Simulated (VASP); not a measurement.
# CdSe, optical spectrum of independent particles: which settings are enough?

CdSe, F-43m (no. 216), 2 atoms in the cell. LDA, independent-particle dielectric function; PAW potentials Cd, Se (LDA set). VASP 6.6.1.

Wanted: ε at zero frequency, electronic within 1 %; spectrum (imaginary part of ε) within 10 %.

POSCAR:
```
CdSe
1.0
    0.0000000000      3.0702711986      3.0702711986
    3.0702711986      0.0000000000      3.0702711986
    3.0702711986      3.0702711986      0.0000000000
Cd Se
1 1
Direct
    0.0000000000      0.0000000000      0.0000000000
    0.2500000000      0.2500000000      0.2500000000
```

The series start from Bands in all (NBANDS): 19; Plane-wave cutoff (eV): 310; Energy points: 2000; k mesh: 8 × 8 × 8; Precision mode: Accurate; Electronic algorithm: Normal. Each series keeps the choices made before it, and each single choice may use up half of a tolerance. Times cover all steps of a run.

## Bands in all (NBANDS)

| Bands in all (NBANDS) | ε at zero frequency, electronic | Spectrum (imaginary part of ε), largest deviation against the largest value | Time (s) |
|---|---|---|---|
| 12 | 36.9 | 3.7 % | 11 |
| 15 | 37.36 | 0.56 % | 11 |
| 19 | 37.46 | 0.7 % | 10 |
| 25 | 37.51 | 0.12 % | 12 |
| 33 | 37.54 | 0.62 % | 14 |
| 49 (reference) | 37.58 | 0 % | 20 |

Chosen: 19, the loosest value from which every tighter one stays within half of the tolerance.

## Plane-wave cutoff (eV)

| Plane-wave cutoff (eV) | ε at zero frequency, electronic | Spectrum (imaginary part of ε), largest deviation against the largest value | Time (s) |
|---|---|---|---|
| 170 | 61.9 | 83 % | 5.7 |
| 210 | 36.38 | 1.3 % | 7.2 |
| 250 | 36.16 | 1.5 % | 8.6 |
| 310 | 37.46 | 2.8 % | 10 |
| 380 (reference) | 36.61 | 0 % | 14 |

Chosen: 380; the next looser run is off by more than half of the tolerance, so convergence isn't shown beyond this value.

## Energy points

| Energy points | ε at zero frequency, electronic | Spectrum (imaginary part of ε), largest deviation against the largest value | Time (s) |
|---|---|---|---|
| default | 36.62 | 2.6 % | 15 |
| 2000 | 36.61 | 0.12 % | 14 |
| 4000 (reference) | 36.61 | 0 % | 18 |

Chosen: default.

## k mesh

| k mesh | ε at zero frequency, electronic | Spectrum (imaginary part of ε), largest deviation against the largest value | Time (s) |
|---|---|---|---|
| 3 × 3 × 3 | 550.3 | 7279 % | 11 |
| 4 × 4 × 4 | 236.8 | 3036 % | 11 |
| 6 × 6 × 6 | 75.66 | 891 % | 12 |
| 8 × 8 × 8 | 36.62 | 368 % | 15 |
| 10 × 10 × 10 | 22.87 | 182 % | 15 |
| 12 × 12 × 12 | 16.88 | 100 % | 17 |
| 15 × 15 × 15 | 12.95 | 45 % | 21 |
| 18 × 18 × 18 | 11.28 | 21 % | 30 |
| 21 × 21 × 21 | 10.47 | 9.4 % | 38 |
| 26 × 26 × 26 (reference) | 9.864 | 0 % | 51 |

Chosen: 26 × 26 × 26; the next looser run is off by more than half of the tolerance, so convergence isn't shown beyond this value.

## Precision mode

| Precision mode | ε at zero frequency, electronic | Spectrum (imaginary part of ε), largest deviation against the largest value | Time (s) |
|---|---|---|---|
| Accurate | 9.864 | 0 % | 51 |
| Normal | 9.865 | 0 % | 38 |
| Single | 9.864 | 0.0094 % | 64 |

Chosen: Normal; it saves 13.0 s of 51, so Accurate would do nearly as well.

## Electronic algorithm

| Electronic algorithm | ε at zero frequency, electronic | Spectrum (imaginary part of ε), largest deviation against the largest value | Time (s) |
|---|---|---|---|
| Normal | 9.865 | 0 % | 38 |
| Fast | 9.865 | 0.0094 % | 41 |
| Exact | ran out of time | ran out of time | 1564 |

Chosen: Normal; no other choice that stays within half of the tolerance saves 30 % of the time.

## All choices together

| Input | ε at zero frequency, electronic | Spectrum (imaginary part of ε), largest deviation against the largest value | Time (s) |
|---|---|---|---|
| all settings of the optics step left to the defaults, ground-state mesh (naive) | 26.57 | 137 % | 9.8 |
| chosen settings | 9.908 | 0.29 % | 63 |
| reference settings throughout | 9.968 | 0 % | 146 |

The chosen settings stay within the tolerance of the reference run, but the reference itself isn't shown to be converged in: Plane-wave cutoff (eV), k mesh.

1 cheaper combination failed this check first and made the worst setting one step tighter.

## The input

INCAR.step1:
```
PREC     = Normal         # precision mode
ENCUT    = 380            # plane-wave cutoff, eV
ISMEAR   = 0              # smearing method
SIGMA    = 0.02           # smearing width, eV
EDIFF    = 1E-7           # SCF threshold, eV
LASPH    = True           # aspherical terms in the spheres
KPAR     = 4            
LWAVE    = False          # write WAVECAR
LCHARG   = True           # write CHGCAR
GGA      = CA             # functional
```

INCAR.step2:
```
PREC     = Normal         # precision mode
ENCUT    = 380            # plane-wave cutoff, eV
ISMEAR   = 0              # smearing method
SIGMA    = 0.05           # smearing width, eV
EDIFF    = 1E-6           # SCF threshold, eV
LASPH    = True           # aspherical terms in the spheres
KPAR     = 4            
LWAVE    = False          # write WAVECAR
LCHARG   = False          # write CHGCAR
ICHARG   = 11             # starting density
LOPTICS  = True           # frequency-dependent dielectric function
NBANDS   = 25             # bands
CSHIFT   = 0.1          
ALGO     = Normal         # electronic algorithm
GGA      = CA             # functional
```

KPOINTS.step1:
```
k-points
0
Gamma
  8 8 8
```

KPOINTS.step2:
```
Automatic mesh
0
Gamma
  26 26 26
  0 0 0
```

Commands (each step's output is kept before the next begins):
```
cat potpaw_LDA.64/Cd/POTCAR potpaw_LDA.64/Se/POTCAR > POTCAR
cp INCAR.step1 INCAR
cp KPOINTS.step1 KPOINTS
mpirun -np 4 vasp_std > vasp.out
cp INCAR.step2 INCAR
cp KPOINTS.step2 KPOINTS
mpirun -np 4 vasp_std > vasp.out
```

Limits: Spin-orbit coupling is left out, which can matter with atoms this heavy; the pull between electron and hole is left out; the onset follows the functional's gap, which semilocal functionals usually make too small.

The chosen input took VASP 6.6.1 63 s on 4 cores (AMD EPYC 7R43 (Zen 3)), a shared host.

## An input that fails: one empty band

It runs to its end, but against the unchanged starting input it is off by 5.6 % in the ε at zero frequency, electronic, 16 % in the spectrum (imaginary part of ε).

Changes against the starting input:
```
(step 2)
- NBANDS = 19
+ NBANDS = 10
```
